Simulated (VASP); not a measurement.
Runs of VASP 6.6.1 on CdIn2S4 (Cadmoindite). It takes space group Fd-3m (No. 227, cubic). The conventional cell has a = 11.036 Å, b = 11.036 Å, c = 11.036 Å, α = 90.00°, β = 90.00°, γ = 90.00°. Cd (site symmetry -43m) has 4 S at 2.57 Å as nearest neighbours. In (site symmetry -3m) has 6 S at 2.66 Å as nearest neighbours. S (site symmetry 3m) has 1 Cd at 2.57 Å and 3 In at 2.66 Å as nearest neighbours. 

```tsv
cell	gap on the mesh (eV)
atoms relaxed	(a)
atoms relaxed from: a relaxed cell with its volume scaled by 0.94	1.39
atoms relaxed from: a relaxed cell with its volume scaled by 1.02	0.92
atoms relaxed from: a relaxed cell with its volume scaled by 1.06	0.71
atoms relaxed from: a relaxed cell with its volume scaled by 1.04	(b)
atoms relaxed from: a relaxed cell with its volume scaled by 0.98	1.14
atoms relaxed from: a relaxed cell with its volume scaled by 0.96	1.26
```

Alike in all rows: task relaxation of the atoms; level PBE; potentials or basis VASP PAW PBE potentials, release 64 (Cd, In, S); no spin polarisation; k mesh 3 × 3 × 3; cutoff (eV) 300; smearing gaussian 0.03 eV.

Estimate the missing entries.

(a) 1.03; (b) 0.81.

Caveats: spin-orbit coupling is left out, which moves the levels of the heavy elements; an odd mesh through Γ misses points on the zone boundary, where band edges often lie; the relaxation stopped at its first step, so nothing moved (some runs).

A k mesh can miss the band edges, and the runs leave out spin-orbit coupling on Cd, In.
